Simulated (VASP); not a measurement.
# Zr (P6_3/mmc) in VASP: relaxation of cell and atoms with r2SCAN

Aim: the relaxation of cell and atoms of Zr with r2SCAN.

Program: VASP 6.6.1. These are calculated values, not measurements. Logs are shortened: lines on timing, memory, paths and dates and some standing lists are left out, and cuts for length are marked.

## 1. The structure

Symmetry: P6_3/mmc, No. 194, hexagonal system. Conventional cell: a = 3.232 Å, b = 3.232 Å, c = 5.147 Å, α = 90.00°, β = 90.00°, γ = 120.00°. Around Zr (site symmetry -6m2) lie 12 Zr at 3.18 to 3.23 Å.

## 2. Relaxation of cell and atoms, r2SCAN

INCAR reads:

```
PREC     = Accurate       # precision mode
ENCUT    = 600            # plane-wave cutoff, eV
EDIFF    = 1E-7           # SCF threshold, eV
ISMEAR   = 0              # smearing method
SIGMA    = 0.1            # smearing width, eV
LREAL    = F              # projectors in reciprocal space
LASPH    = T              # aspherical terms in the spheres
NELM     = 100            # most SCF steps
ALGO     = Normal         # electronic algorithm
ISIF     = 3              # what is computed and relaxed
LWAVE    = F              # write WAVECAR
LCHARG   = F              # write CHGCAR
METAGGA  = R2SCAN         # meta-GGA
LMIXTAU  = T            
IBRION   = 2              # ionic algorithm
NSW      = 80             # ionic steps
EDIFFG   = -0.004         # ionic threshold
```

KPOINTS reads:

```
regular mesh
0
Gamma
  15 15 8
```

POSCAR reads:

```
Zr
1.0
    3.2320000000      0.0000000000      0.0000000000
   -1.6160000000      2.7989941000      0.0000000000
    0.0000000000      0.0000000000      5.1470000000
Zr
2
Direct
    0.3333333300      0.6666666700      0.2500000000
    0.6666666700      0.3333333300      0.7500000000
```

Potentials or basis: VASP PAW PBE potentials, release 64 (Zr_sv).

Started as:

```
cat potpaw_PBE.64/Zr_sv/POTCAR > POTCAR
mpirun -np 1 vasp_std > vasp.out
```

OUTCAR:

```text
PREC = Accurate
   ENCUT = 600
   EDIFF = 1E-7
   ISMEAR = 0
   LREAL = F
   LASPH = T
   NELM = 100
   ISIF = 3
   METAGGA = R2SCAN
   IBRION = 2
   NSW = 80
   EDIFFG = -0.004

 ion  position               nearest neighbor table
   1  0.333  0.667  0.250-   2 3.18   2 3.18   2 3.18   2 3.18   2 3.18   2 3.18
   2  0.667  0.333  0.750-   1 3.18   1 3.18   1 3.18   1 3.18   1 3.18   1 3.18

  LATTYP: Found a hexagonal cell.
 ALAT       =     3.2320000000
 C/A-ratio  =     1.5925123762

  Lattice vectors:

 A1 = (   3.2320000000,   0.0000000000,   0.0000000000)
 A2 = (  -1.6160000000,   2.7989941000,   0.0000000000)
 A3 = (   0.0000000000,   0.0000000000,   5.1470000000)

Analysis of symmetry for initial positions (statically):
=====================================================================
 Subroutine PRICEL returns:
 Original cell was already a primitive cell.

 Routine SETGRP: Setting up the symmetry group for a
 hexagonal supercell.

 Subroutine GETGRP returns: Found 24 space group operations
 (whereof 12 operations were pure point group operations)
 out of a pool of 24 trial point group operations.

The static configuration has the point symmetry D_3d.
 The point group associated with its full space group is D_6h.

Analysis of symmetry for dynamics (positions and initial velocities):
=====================================================================
 Subroutine PRICEL returns:
 Original cell was already a primitive cell.

 Routine SETGRP: Setting up the symmetry group for a
 hexagonal supercell.

 Subroutine GETGRP returns: Found 24 space group operations
 (whereof 12 operations were pure point group operations)
 out of a pool of 24 trial point group operations.

The dynamic configuration has the point symmetry D_3d.
 The point group associated with its full space group is D_6h.

 Subroutine INISYM returns: Found 24 space group operations
 (whereof 12 operations are pure point group operations),
 and found     1 'primitive' translations

----------------------------------------------------------------------------------------

                                     Primitive cell

  volume of cell :      46.5616

  direct lattice vectors                    reciprocal lattice vectors
[... 97 lines left out ...]
   PSTRESS=    0.0 pullay stress
   NELECT =      24.0000    total number of electrons
   NUPDOWN=      -1.0000    fix difference up-down
   EMIN   =  10.00;   EMAX   =-10.00  energy-range for DOS
   EFERMI =   0.00;   METHOD = LEGACY
   ISMEAR =     0;   SIGMA  =   0.10  broadening in eV -4-tet -1-fermi 0-gaus
   EFERMI_NEDOS =   21; number of points for ismear=-14 and -15
   IALGO  =     38    algorithm
   IMIX   =      4    mixing-type and parameters
     AMIX     =   0.40;   BMIX     =  1.00
     AMIX_MAG =   1.60;   BMIX_MAG =  1.00
  volume/ion in A,a.u.               =      23.28       157.11
  Fermi-wavevector in a.u.,A,eV,Ry     =   1.312611  2.480475 23.442130  1.722948
  Thomas-Fermi vector in A             =   2.442991
   LORBIT       =      0    0 simple, 1 ext, 2 COOP (PROOUT), +10 PAW based schemes
   METAGGA = R2SCAN    functional components
   LHFCALC =     F    Hartree Fock is set to
   AEXX    =    0.0000 exact exchange contribution
   IVDW    =     0    specifies the selected vdW correction
   LEPSILON=     F    determine dielectric tensor
   LRPA    =     F    only Hartree local field effects (RPA)
 conjugate gradient relaxation of ions
 non-spin polarized calculation
 Gauss-broadening in eV      SIGMA  =   0.10
  energy-cutoff  :      600.00
  volume of cell :       46.56
 maximum number of plane-waves:      1582
 NGX is ok and might be reduce to    28
   NGX = 13   NGY = 13   NGZ = 21

--------------------------------------- Ionic step        1  -------------------------------------------

 number of electron      24.0000000 magnetization

 Free energy of the ion-electron system (eV)
  ---------------------------------------------------
  ext. energy  EPLUGINS =         0.00000000
  ---------------------------------------------------
  free energy    TOTEN  =       -45.50113221 eV

  energy without entropy =      -45.49326775  energy(sigma->0) =      -45.49719998

------------------------ aborting loop because EDIFF is reached ----------------------------------------

  FORCE on cell =-STRESS in cart. coord.  units (eV):
  Direction    XX          YY          ZZ          XY          YZ          ZX
  --------------------------------------------------------------------------------------
  -------------------------------------------------------------------------------------
  Total        0.2979142      0.2979142      0.1817103     -0.0000000      0.0000000      0.0000000
  in kB       10.2511896     10.2511896      6.2526274     -0.0000000      0.0000000      0.0000000
  external PRESSURE =       8.9183355 kB  Pullay stress =       0.0000000 kB
[... 131 lines left out ...]
--------------------------------------- Ionic step        5  -------------------------------------------

 number of electron      24.0000000 magnetization

 Free energy of the ion-electron system (eV)
  ---------------------------------------------------
  ext. energy  EPLUGINS =         0.00000000
  ---------------------------------------------------
  free energy    TOTEN  =       -45.50252627 eV

  energy without entropy =      -45.49481937  energy(sigma->0) =      -45.49867282

 E-fermi :   8.9562     XC(G=0): -11.9023

 val. band max:        8.9471790086   @ k =   0.3333   0.2000   0.5000
 cond. band min:       8.9669387660   @ k =   0.2667   0.2000   0.3750
 fundamental gap:      0.0197597575
 Fermi energy:         8.9562301488

 k-point     1 :       0.0000    0.0000    0.0000
  band No.  band energies     occupation
      1     -41.6407      2.00000
      2     -41.4776      2.00000
      3     -19.4904      2.00000
      4     -18.5928      2.00000
      5     -18.5928      2.00000
      6     -18.4540      2.00000
[... 433 lines left out ...]
      3     -19.2223      2.00000
      4     -19.0502      2.00000
      5     -18.9747      2.00000
      6     -18.9320      2.00000
[... 8 lines left out ...]
     15      10.7152      0.00000
     16      13.3609      0.00000

 [... further k-points ...]

------------------------ aborting loop because EDIFF is reached ----------------------------------------

  FORCE on cell =-STRESS in cart. coord.  units (eV):
  Direction    XX          YY          ZZ          XY          YZ          ZX
  --------------------------------------------------------------------------------------
  -------------------------------------------------------------------------------------
  Total       -0.0015199     -0.0015199     -0.0011408     -0.0000000      0.0000000      0.0000000
  in kB       -0.0518061     -0.0518061     -0.0388849     -0.0000000      0.0000000      0.0000000
  external PRESSURE =      -0.0474990 kB  Pullay stress =       0.0000000 kB
[... 17 lines left out ...]
  FREE ENERGIE OF THE ION-ELECTRON SYSTEM (eV)
  ---------------------------------------------------
  free  energy   TOTEN  =       -45.5025262675 eV

  energy  without entropy=      -45.4948193712  energy(sigma->0) =      -45.49867282

 reached required accuracy - stopping structural energy minimisation
```

OSZICAR:

```text
N       E                     dE             d eps       ncg     rms          rms(c)
DAV:   1     0.206882899693E+03    0.20688E+03   -0.14980E+04  4320   0.170E+03
DAV:   2    -0.400740557345E+02   -0.24696E+03   -0.24456E+03  5448   0.449E+02
DAV:   3    -0.583808720644E+02   -0.18307E+02   -0.18109E+02  8216   0.891E+01
[... 74 lines left out ...]
DAV:   5    -0.455025266802E+02   -0.14566E-05   -0.42975E-06  4624   0.202E-02    0.185E-03
DAV:   6    -0.455025262102E+02    0.46995E-06   -0.15402E-06  4424   0.123E-02    0.592E-04
DAV:   7    -0.455025264493E+02   -0.23906E-06   -0.99750E-08  2696   0.263E-03    0.176E-04
DAV:   8    -0.455025261198E+02    0.32945E-06   -0.22980E-08  2344   0.158E-03    0.687E-05
DAV:   9    -0.455025263018E+02   -0.18192E-06   -0.54959E-09  2256   0.755E-04    0.446E-05
DAV:  10    -0.455025262675E+02    0.34241E-07   -0.13051E-09  2264   0.298E-04
   5 F= -.45502526E+02 E0= -.45498673E+02  d E =-.889328E-04
```

Run time: 22 min. Hardware: 1 thread of Intel Xeon Platinum 8488C (Sapphire Rapids), shared host; peak memory 0.25 GiB.

What came out:

```
Free energy                            : -45.5025 eV
Relaxed volume                         : 23.50 Å³/atom
Relaxed cell                           : a = 3.247 Å, b = 3.247 Å, c = 5.148 Å, α = 90.00°, β = 90.00°, γ = 120.00°
Space group after relaxing (to 0.05 Å) : P6_3/mmc (No. 194)
Energy gained by relaxing              : 0.7 meV/atom
Ionic steps                            : 5
Pressure after relaxing                : 0.0 GPa
Band gap on the k mesh                 : none (metal or under the smearing width)
```

The path:
```csv
step,energy change (eV),largest force (eV/Å),pressure (GPa),volume (Å³)
1,0.0000,0.0000,0.89,46.56
2,-0.0002,0.0000,-0.88,47.44
3,-0.0013,0.0000,-0.03,47.01
4,-0.0014,0.0000,-0.01,47.01
5,-0.0014,0.0000,0.00,47.00
```

Final structure:
```cif
data_structure
_symmetry_space_group_name_H-M 'P 1'
_symmetry_Int_Tables_number 1
_cell_length_a 3.2469
_cell_length_b 3.2469
_cell_length_c 5.1481
_cell_angle_alpha 90.000
_cell_angle_beta 90.000
_cell_angle_gamma 120.000
_cell_volume 47.00
loop_
_atom_site_label
_atom_site_type_symbol
_atom_site_fract_x
_atom_site_fract_y
_atom_site_fract_z
_atom_site_occupancy
Zr1 Zr 0.33333 0.66667 0.25000 1
Zr2 Zr 0.66667 0.33333 0.75000 1
```

Levels at points of the mesh, in eV from the Fermi level:
```csv
k point,band 9,band 10,band 11,band 12,band 13,band 14,band 15,band 16
"(0.00, 0.00, 0.00)",-6.01,-3.19,0.95,0.95,1.01,1.15,1.70,1.70
"(0.00, 0.00, 0.50)",-4.21,-4.21,0.02,0.02,0.86,0.86,0.86,0.86
```

Caveat: the PAW data sets were made with another functional, which shifts forces and pressure a little.
